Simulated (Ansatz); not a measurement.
```
CELL_PARAMETERS angstrom
      4.46536     0.00000     0.00000
      0.00000     4.46536     0.00000
      0.00000     0.00000     3.09219
ATOMIC_POSITIONS crystal
  Ru 0.50000 0.50000 0.50000
  Ru 0.00000 0.00000 0.00000
  O  0.80608 0.19392 0.50000
  O  0.19392 0.80608 0.50000
  O  0.30608 0.30608 0.00000
  O  0.69392 0.69392 0.00000
```

Level of theory: PBEsol, DFPT electron-phonon coupling, linearised Boltzmann equation (plane waves, PAW, scalar-relativistic; Ansatz, a first-principles code). How the cell was made: relaxed with this functional, without spin-orbit coupling.

Problem. Predict the intrinsic resistivity at 300 K.

Solution. 40 μΩ·cm.

Problem. And the electrons' mean free path at that temperature?

Solution. 4.7 (x), 4.7 (y), 3.9 (z) nm, weighted by the current that each state carries. Wires not much wider than this gain resistivity from their walls.

A metal at this level (no band gap). Only scattering by harmonic phonons is included (no impurities, grain boundaries, electron-electron scattering or thermal expansion). Spin-orbit coupling is left out. Halving the electron mesh (20x20x28) moves the resistivity by up to 7 % at 300 K, the mean free path by up to 6 %. Smearing 0.20 eV; phonons on a 3x3x5 q mesh, which this run doesn't test.
